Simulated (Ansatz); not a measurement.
Theory: Ansatz 0.2.0, DFT PBE, scalar-relativistic, plane waves, PAW. All cells share a 420 eV cutoff and Γ-centred k meshes spaced at most about 0.3 Å⁻¹ (about 0.25 or finer for metals, 2π included). No spin polarisation.

All energies are static (0 K, no zero-point motion).

**Question.** Order these relaxed structures of AlAs₄ by energy, lowest first, with the energy over the lowest of them.
A.

```
Al As
1.0
     3.84311    0.00000    0.00000
    -1.92155    3.32823    0.00000
     0.00000    0.00000   20.40225
Al As
2 8
Direct
  0.33333 0.66667 0.04289
  0.66667 0.33333 0.95711
  0.66667 0.33333 0.08913
  0.33333 0.66667 0.91087
  0.00000 0.00000 0.26597
  0.33333 0.66667 0.33050
  0.66667 0.33333 0.46785
  0.33333 0.66667 0.53215
  0.00000 0.00000 0.73403
  0.66667 0.33333 0.66950
```

B.

```
Al As
1.0
     2.39371   -5.33022    0.00000
     2.39371    5.33022    0.00000
     0.00000    0.00000    9.14082
Al As
2 8
Direct
  0.50000 0.50000 0.00000
  0.00000 0.00000 0.50000
  0.21129 0.50213 0.38584
  0.49787 0.78871 0.61416
  0.50213 0.21129 0.61416
  0.78871 0.49787 0.38584
  0.00213 0.71129 0.88584
  0.28871 0.99787 0.11416
  0.71129 0.00213 0.11416
  0.99787 0.28871 0.88584
```

C.

```
Al As
1.0
     5.34759    0.00000    0.00000
     0.00000    5.38133    0.00000
    -1.55401    0.00000    7.59281
Al As
2 8
Direct
  0.00000 0.50000 0.50000
  0.00000 0.00000 0.00000
  0.78846 0.31167 0.75379
  0.37261 0.15275 0.58137
  0.21154 0.68833 0.24621
  0.62739 0.84725 0.41863
  0.78846 0.18833 0.25379
  0.37261 0.34725 0.08137
  0.21154 0.81167 0.74621
  0.62739 0.65275 0.91863
```

**Answer.** A (0 meV/atom), C (42 meV/atom), B (83 meV/atom). Forms: A P-3m1; C P2_1/c; B Ccce. Counting As atoms around Al (those within 1.25 times the shortest such distance or 1.15 times the sum of covalent radii, 1.27 where that leaves under three; a plus sign parts nearer from farther groups): A has Al 3+1; C has Al 6; B has Al 4. A holds As–As nets (shortest 2.58 Å); C holds As–As nets (shortest 2.49 Å); B holds As–As chains (shortest 2.45 Å). All come from invented guesses.

Weakly bound directions are ill-defined at this level, which has no dispersion term (P-3m1, Ccce), and this can change margins and order among such cells. Cells relaxed within their symmetry can be saddle points. Some types were kept out of the candidates beforehand, so the set may lack a known form.
